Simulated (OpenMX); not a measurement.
CdS (Greenockite):

```
Cd S
1.0
     4.15000    0.00000    0.00000
    -2.07500    3.59401    0.00000
     0.00000    0.00000    6.73700
Cd S
2 2
Direct
  0.66667 0.33333 0.50000
  0.33333 0.66667 0.00000
  0.66667 0.33333 0.87500
  0.33333 0.66667 0.37500
```

Base run:

```yaml
Program: OpenMX 3.8.5
Functional: PBE
Potentials_or_basis: OpenMX 2013 PBE set, Cd7.0-s3p2d2, S7.0-s2p2d1f1, grid cutoff 500 Ry
k_mesh: 7 × 7 × 5
Occupations: fermi-dirac, width 0.05 eV
Spin: no spin polarisation
```

Its results: band gap on the k mesh 1.35 eV, direct; pressure 2.7 GPa; largest force 0.080 eV/Å.

**Question.** The run is repeated on the same cell with these changes: potentials or basis from OpenMX 2013 PBE set, Cd7.0-s3p2d2, S7.0-s2p2d1f1, grid cutoff 500 Ry to OpenMX 2013 PBE set, Cd7.0-s3p2d1, S7.0-s2p2d1, grid cutoff 500 Ry. What comes out?

**Answer.** Band gap on the k mesh 1.28 eV, direct; pressure 2.3 GPa; largest force 0.076 eV/Å.

Caveats: the basis of atomic orbitals isn't converged, which shifts pressures, moduli and gaps.
